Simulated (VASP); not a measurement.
# MoS2 (P-3m1) in VASP: settings compared, part 2 of 2

VASP 6.6.1.

## 5. Single point, PBE+U, collinear spin, random start

Contents of INCAR:

```
SYSTEM = MoS2
  PREC = Accurate
  ENCUT = 520
  EDIFF = 1E-7
  ISMEAR = 0
  SIGMA = 0.05
  LREAL = .False.
  LASPH = .True.
  NELM = 100
  ALGO = Fast
  ISIF = 2
  LWAVE = .False.
  LCHARG = .True.
  ISPIN = 2
  MAGMOM = -0.49 0 0
  LORBIT = 11
  LMAXMIX = 4
  LDAU = .True.
  LDAUTYPE = 2
  LDAUL = 2 -1
  LDAUU = 3 0
  LDAUJ = 0 0
  LDAUPRINT = 1
  GGA = PE
  LELF = .True.
  LVHAR = .True.
  NBANDS = 24
```

Contents of KPOINTS:

```
regular mesh
0
Gamma
  6 6 4
  0 0 0
```

Contents of POSCAR:

```
MoS2
1.0
    3.5639467600      0.0000000000      0.0000000000
   -1.7819733800      3.0864684300      0.0000000000
    0.0000000000      0.0000000000      5.7493858200
Mo S
1 2
Direct
    0.0000000000      0.0000000000      0.0000000000
    0.3333333333      0.6666666667      0.2520000000
    0.6666666667      0.3333333333      0.7480000000
```

Potentials or basis: VASP PAW PBE potentials, release 64 (Mo_sv, S).

On the command line:

```sh
cat potpaw_PBE.64/Mo_sv/POTCAR potpaw_PBE.64/S/POTCAR > POTCAR
mpirun -np 1 vasp_std > vasp.out
```

OUTCAR:

```text
SYSTEM = MoS2
   PREC = Accurate
   ENCUT = 520
   EDIFF = 1E-7
   ISMEAR = 0
   LREAL = .False.
   LASPH = .True.
   NELM = 100
   ISIF = 2
   ISPIN = 2
   LORBIT = 11
   GGA = PE

 ion  position               nearest neighbor table
   1  0.000  0.000  0.000-   2 2.52   3 2.52   3 2.52   2 2.52   3 2.52   2 2.52
   2  0.333  0.667  0.252-   1 2.52   1 2.52   1 2.52
   3  0.667  0.333  0.748-   1 2.52   1 2.52   1 2.52

  LATTYP: Found a hexagonal cell.
 ALAT       =     3.5639467600
 C/A-ratio  =     1.6132075497

  Lattice vectors:

 A1 = (   3.5639467600,   0.0000000000,   0.0000000000)
 A2 = (  -1.7819733800,   3.0864684300,   0.0000000000)
 A3 = (   0.0000000000,   0.0000000000,   5.7493858200)

Analysis of symmetry for initial positions (statically):
=====================================================================
 Subroutine PRICEL returns:
 Original cell was already a primitive cell.

 Routine SETGRP: Setting up the symmetry group for a
 hexagonal supercell.

 Subroutine GETGRP returns: Found 12 space group operations
 (whereof 12 operations were pure point group operations)
 out of a pool of 24 trial point group operations.

The static configuration has the point symmetry D_3d.

Analysis of symmetry for dynamics (positions and initial velocities):
=====================================================================
 Subroutine PRICEL returns:
 Original cell was already a primitive cell.

 Routine SETGRP: Setting up the symmetry group for a
 hexagonal supercell.

 Subroutine GETGRP returns: Found 12 space group operations
 (whereof 12 operations were pure point group operations)
 out of a pool of 24 trial point group operations.

The dynamic configuration has the point symmetry D_3d.

Analysis of structural, dynamic, and magnetic symmetry:
=====================================================================
 Subroutine PRICEL returns:
[... 196 lines left out ...]
  free energy    TOTEN  =       -16.94517980 eV

  energy without entropy =      -16.94355133  energy(sigma->0) =      -16.94436556

 E-fermi :   5.5971     XC(G=0): -10.0454

 val. band max:        5.5968688062   @ k =   0.3333   0.3333   0.2500
 cond. band min:       5.6109946161   @ k =   0.3333   0.3333   0.5000
 fundamental gap:      0.0141258099
 Fermi energy:         5.5970836466

 spin component 1

 k-point     1 :       0.0000    0.0000    0.0000
  band No.  band energies     occupation
      1     -56.5789      1.00000
      2     -30.6730      1.00000
      3     -30.6730      1.00000
      4     -30.3626      1.00000
      5      -8.3121      1.00000
      6      -6.7159      1.00000
[... 637 lines left out ...]
     23      15.9191      0.00000
     24      16.5151      0.00000
 Fermi energy:         5.5970836466

 spin component 2

 k-point     1 :       0.0000    0.0000    0.0000
  band No.  band energies     occupation
      1     -56.5789      1.00000
      2     -30.6731      1.00000
      3     -30.6731      1.00000
      4     -30.3626      1.00000
      5      -8.3121      1.00000
      6      -6.7159      1.00000
[... 637 lines left out ...]
     23      15.9191      0.00000
     24      16.5150      0.00000

------------------------ aborting loop because EDIFF is reached ----------------------------------------

  FORCE on cell =-STRESS in cart. coord.  units (eV):
  Direction    XX          YY          ZZ          XY          YZ          ZX
  --------------------------------------------------------------------------------------
  -------------------------------------------------------------------------------------
  Total       -5.6825019     -5.6825019     -1.1474538      0.0000000     -0.0000000      0.0000000
  in kB     -143.9579559   -143.9579557    -29.0690801      0.0000000     -0.0000000      0.0000000
  external PRESSURE =    -105.6616639 kB  Pullay stress =       0.0000000 kB

 VOLUME and BASIS-vectors are now :
 -----------------------------------------------------------------------------
  energy-cutoff  :      520.00
  volume of cell :       63.24
      direct lattice vectors                 reciprocal lattice vectors
     3.563946760  0.000000000  0.000000000     0.280587805  0.161997445  0.000000000
    -1.781973380  3.086468430  0.000000000     0.000000000  0.323994890  0.000000000
     0.000000000  0.000000000  5.749385820     0.000000000  0.000000000  0.173931622

 POSITION                                       TOTAL-FORCE (eV/Angst)
 -----------------------------------------------------------------------------------
      0.00000      0.00000      0.00000         0.000000      0.000000      0.000000
     -0.00000      2.05765      1.44885        -0.000000      0.000000     -0.551792
      1.78197      1.02882      4.30054         0.000000     -0.000000      0.551792
 -----------------------------------------------------------------------------------
    total drift:                                0.000000     -0.000000      0.000000

  FREE ENERGIE OF THE ION-ELECTRON SYSTEM (eV)
  ---------------------------------------------------
  free  energy   TOTEN  =       -16.9451797966 eV

  energy  without entropy=      -16.9435513277  energy(sigma->0) =      -16.94436556

 total charge

# of ion       s       p       d       tot
------------------------------------------
    1        2.274   6.158   3.595  12.027
    2        1.359   2.298   0.000   3.657
    3        1.359   2.298   0.000   3.657
--------------------------------------------------
tot          4.992  10.755   3.595  19.341

 magnetization (x)

# of ion       s       p       d       tot
------------------------------------------
    1       -0.000  -0.000  -0.000  -0.000
    2        0.000   0.000   0.000   0.000
    3        0.000   0.000   0.000   0.000
--------------------------------------------------
tot          0.000   0.000  -0.000  -0.000
```

Run time: 63 s. Hardware: 1 thread of Intel Xeon 6975P-C (Granite Rapids), shared host; peak memory 0.24 GiB.

What came out:

| Quantity | Value |
| --- | --- |
| Free energy | -16.9452 eV |
| Pressure | -10.6 GPa |
| Largest force | 0.552 eV/Å |
| Band gap on the k mesh | none (metal or under the smearing width) |
| Net moment | 0.00 μB per cell |
| Valence electrons inside the program's atomic spheres | Mo 12.03; S 3.66 |

Forces on the atoms (eV/Å):
```
Mo   0.000  0.000  0.000
S    0.000  0.000 -0.552
S    0.000  0.000  0.552
```

Eigenvalues of the final occupation matrices:
```
    site  spin  trace               eigenvalues
site 1 d     1   1.82  0.31 0.31 0.39 0.41 0.41
site 1 d     2   1.82  0.31 0.31 0.39 0.41 0.41
```

Caveat: this functional lacks dispersion, which binds the layers, so the pressure and a relaxed spacing across them are unreliable. The state reached can hang on the start; a lower one may exist.

## 6. The runs side by side

```tsv
level	spin	U	fixed moment (μB)	k mesh	supercell matrix	gap on the mesh (eV)	pressure (GPa)	moment (μB)	largest force (eV/Å)
PBEsol+U	collinear, ferromagnetic start	Mo d U = 7 eV	-	6 × 6 × 4	-	none	-0.7	2.07	0.05
PBEsol+U	collinear, ferromagnetic start	Mo d U = 7 eV	4	6 × 6 × 4	-	-	4.6	4.00	0.19
PBE+U	collinear, antiferromagnetic start	Mo d U = 3 eV	-	6 × 6 × 6	[0, 1, 1, 1, 0, 1, 1, 1, 0]	none	-4.2	0.00	0.40
PBE+U	collinear, random start	Mo d U = 3 eV	-	6 × 6 × 4	-	none	-10.6	0.00	0.55
```

Alike in all rows: task single point; potentials or basis VASP PAW PBE potentials, release 64 (Mo_sv, S); cell as given; cutoff (eV) 520; smearing gaussian 0.05 eV.

Every run on the cell as given and a fine mesh finds a metal. The pressure there spans -10.6 GPa (PBE+U) to 4.6 GPa (PBEsol+U); a positive pressure means that this level wants a larger cell, a negative one a smaller.

Caveats: this functional lacks dispersion, which binds the layers, so the pressure and a relaxed spacing across them are unreliable (some runs); the PAW data sets were made with another functional, which shifts forces and pressure a little (some runs); the moment is held away from its start (some runs); the total moment is fixed, so each spin has its own Fermi level (some runs).

Total energies depend on the potentials used, so only differences within one code and one set of settings carry meaning.
